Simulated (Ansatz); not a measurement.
**WS2: Born charges and dielectric tensor with PBEsol**

Slab: WS2, a slab with vacuum.

```
CELL_PARAMETERS angstrom
3.18352 0.00000 0.00000
-1.59176 2.75701 0.00000
0.00000 0.00000 16.95058
ATOMIC_POSITIONS crystal
W 0.00000 0.00000 0.00000
S 0.33333 0.66667 0.09200
S 0.33333 0.66667 0.90800
```

```
Program             : Ansatz 0.2.0
Task                : Born charges and dielectric tensor
Functional          : PBEsol
Potentials or basis : Ansatz PAW
Cutoff              : 420 eV (not typed: the program's choice for these potentials)
k mesh              : 10 × 10 × 2
Occupations         : fixed
Spin                : no spin polarisation
```

The band gap on the k mesh is 1.98 eV, indirect (least direct gap 2.15 eV), the electronic dielectric tensor (diagonal) is 5.65, 5.65, 1.43 and the born charges (mean of the diagonal) is W -0.43; S +0.21 e.

Levels at points of the mesh, in eV from the valence-band top:
```csv
k point,band 9,band 10,band 11,band 12,band 13,band 14,band 15,band 16,band 17
"(0.00, 0.00, 0.00)",-2.90,-2.05,-1.64,-1.64,0.00,2.89,2.89,3.09,3.09
"(0.00, 0.00, -0.50)",-2.90,-2.05,-1.64,-1.64,0.00,2.89,2.89,3.09,3.09
"(0.00, -0.50, 0.00)",-4.42,-3.44,-2.07,-1.27,-0.92,2.83,3.30,4.03,4.78
"(0.00, -0.50, -0.50)",-4.42,-3.44,-2.07,-1.27,-0.92,2.83,3.30,4.03,4.78
"(-0.50, 0.00, 0.00)",-4.42,-3.44,-2.07,-1.27,-0.92,2.83,3.30,4.03,4.78
"(-0.50, 0.00, -0.50)",-4.42,-3.44,-2.07,-1.27,-0.92,2.83,3.30,4.03,4.78
```

Electronic dielectric tensor:
```
5.65 0.00 0.00
0.00 5.65 0.00
0.00 0.00 1.43
```

Born effective charge tensors (e):
atom 1, W
```
-0.60  0.00  0.00
 0.00 -0.60  0.00
 0.00  0.00 -0.09
```
atom 2, S
```
0.30 0.00 0.00
0.00 0.30 0.00
0.00 0.00 0.04
```
atom 3, S
```
0.30 0.00 0.00
0.00 0.30 0.00
0.00 0.00 0.04
```

Wall time 100 s on 2 threads of Intel(R) Xeon(R) Processor @ 2.50GHz (Skylake/Cascade Lake), with other jobs on the host, peak memory 0.98 GiB.

Caveat: spin-orbit coupling is left out, which moves the levels of the heavy elements. As with any semilocal functional, this PBEsol gap is likely too small.
